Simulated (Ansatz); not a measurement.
# MoS2: the cost of one run

Method: DFT PBE, scalar-relativistic, plane waves, PAW, in Ansatz 0.2.0.

## Step 1: The starting structure

It takes space group P-3m1 (No. 164, trigonal). Conventional cell: a = 3.185 Å, b = 3.185 Å, c = 21.671 Å, α = 90.00°, β = 90.00°, γ = 120.00°. Around Mo (site symmetry 3m) lie 6 S at 2.40 to 2.41 Å. S (site symmetry 3m) has 3 Mo at 2.40 Å in its first shell of neighbours. S (site symmetry 3m) has 3 Mo at 2.41 Å in its first shell of neighbours.

As a file:

```cif
data_structure
_symmetry_space_group_name_H-M 'P-3m1'
_symmetry_Int_Tables_number 164
_cell_length_a 3.1845
_cell_length_b 3.1845
_cell_length_c 21.6705
_cell_angle_alpha 90.000
_cell_angle_beta 90.000
_cell_angle_gamma 120.000
_cell_volume 190.32
loop_
_atom_site_label
_atom_site_type_symbol
_atom_site_symmetry_multiplicity
_atom_site_Wyckoff_symbol
_atom_site_fract_x
_atom_site_fract_y
_atom_site_fract_z
_atom_site_occupancy
Mo1 Mo 2 d 0.33333 0.66667 0.14884 1
S1 S 2 d 0.66667 0.33333 0.22037 1
S2 S 2 d 0.33333 0.66667 0.92275 1
```

The runs take a perfect supercell of 54 atoms; the defect goes to fractional position (0.222, 0.111, 0.149).

## Step 2: The perfect supercell

input.yaml reads:

```yaml
crystal:
  lattice:
    - [9.553624, 0.0, 0.0]
    - [-4.776812, 8.273681, 0.0]
    - [0.0, 0.0, 21.670535]
  atoms:
    - { symbol: Mo, position: [0.222222, 0.111111, 0.14884] }
    - { symbol: Mo, position: [0.222222, 0.444444, 0.14884] }
    - { symbol: Mo, position: [0.222222, 0.777778, 0.14884] }
    - { symbol: Mo, position: [0.555556, 0.111111, 0.14884] }
    - { symbol: Mo, position: [0.555556, 0.444444, 0.14884] }
    - { symbol: Mo, position: [0.555556, 0.777778, 0.14884] }
    - { symbol: Mo, position: [0.888889, 0.111111, 0.14884] }
    - { symbol: Mo, position: [0.888889, 0.444444, 0.14884] }
    - { symbol: Mo, position: [0.888889, 0.777778, 0.14884] }
    - { symbol: Mo, position: [0.111111, 0.222222, 0.85116] }
    - { symbol: Mo, position: [0.111111, 0.555556, 0.85116] }
    - { symbol: Mo, position: [0.111111, 0.888889, 0.85116] }
    - { symbol: Mo, position: [0.444444, 0.222222, 0.85116] }
    - { symbol: Mo, position: [0.444444, 0.555556, 0.85116] }
    - { symbol: Mo, position: [0.444444, 0.888889, 0.85116] }
    - { symbol: Mo, position: [0.777778, 0.222222, 0.85116] }
    - { symbol: Mo, position: [0.777778, 0.555556, 0.85116] }
    - { symbol: Mo, position: [0.777778, 0.888889, 0.85116] }
    - { symbol: S, position: [0.111111, 0.222222, 0.220375] }
    - { symbol: S, position: [0.111111, 0.555556, 0.220375] }
    - { symbol: S, position: [0.111111, 0.888889, 0.220375] }
    - { symbol: S, position: [0.444444, 0.222222, 0.220375] }
    - { symbol: S, position: [0.444444, 0.555556, 0.220375] }
    - { symbol: S, position: [0.444444, 0.888889, 0.220375] }
    - { symbol: S, position: [0.777778, 0.222222, 0.220375] }
    - { symbol: S, position: [0.777778, 0.555556, 0.220375] }
    - { symbol: S, position: [0.777778, 0.888889, 0.220375] }
    - { symbol: S, position: [0.222222, 0.111111, 0.922749] }
    - { symbol: S, position: [0.222222, 0.444444, 0.922749] }
    - { symbol: S, position: [0.222222, 0.777778, 0.922749] }
    - { symbol: S, position: [0.555556, 0.111111, 0.922749] }
    - { symbol: S, position: [0.555556, 0.444444, 0.922749] }
    - { symbol: S, position: [0.555556, 0.777778, 0.922749] }
    - { symbol: S, position: [0.888889, 0.111111, 0.922749] }
    - { symbol: S, position: [0.888889, 0.444444, 0.922749] }
    - { symbol: S, position: [0.888889, 0.777778, 0.922749] }
    - { symbol: S, position: [0.111111, 0.222222, 0.077251] }
    - { symbol: S, position: [0.111111, 0.555556, 0.077251] }
    - { symbol: S, position: [0.111111, 0.888889, 0.077251] }
    - { symbol: S, position: [0.444444, 0.222222, 0.077251] }
    - { symbol: S, position: [0.444444, 0.555556, 0.077251] }
    - { symbol: S, position: [0.444444, 0.888889, 0.077251] }
    - { symbol: S, position: [0.777778, 0.222222, 0.077251] }
    - { symbol: S, position: [0.777778, 0.555556, 0.077251] }
    - { symbol: S, position: [0.777778, 0.888889, 0.077251] }
    - { symbol: S, position: [0.222222, 0.111111, 0.779625] }
    - { symbol: S, position: [0.222222, 0.444444, 0.779625] }
    - { symbol: S, position: [0.222222, 0.777778, 0.779625] }
    - { symbol: S, position: [0.555556, 0.111111, 0.779625] }
    - { symbol: S, position: [0.555556, 0.444444, 0.779625] }
    - { symbol: S, position: [0.555556, 0.777778, 0.779625] }
    - { symbol: S, position: [0.888889, 0.111111, 0.779625] }
    - { symbol: S, position: [0.888889, 0.444444, 0.779625] }
    - { symbol: S, position: [0.888889, 0.777778, 0.779625] }
basis:
  ecutwfc: 420
  fft_grid_basis: typed
kpoints:
  mp_grid: { grid: [3, 3, 1] }
hamiltonian:
  xc: pbe
  pseudopotentials: { kind: paw }
scf:
  occupations: { method: gaussian, width: 0.05 }
output:
  forces: true
  stress: false
  eigenvalues: true
  bader: false
  write_density: true
  volumetric_format: npy
```

The run is started by

```
$ ansatz run input.yaml --threads 8 --pin off --max-ram 16384MiB --backend cpu --events-out ev --progress --plain --runs-dir out
```

**Question.** How long does this run take on 8 threads of Arm Neoverse N1, shared host, and how much memory does it need?

About 26 s, with a peak of 6.6 GiB.
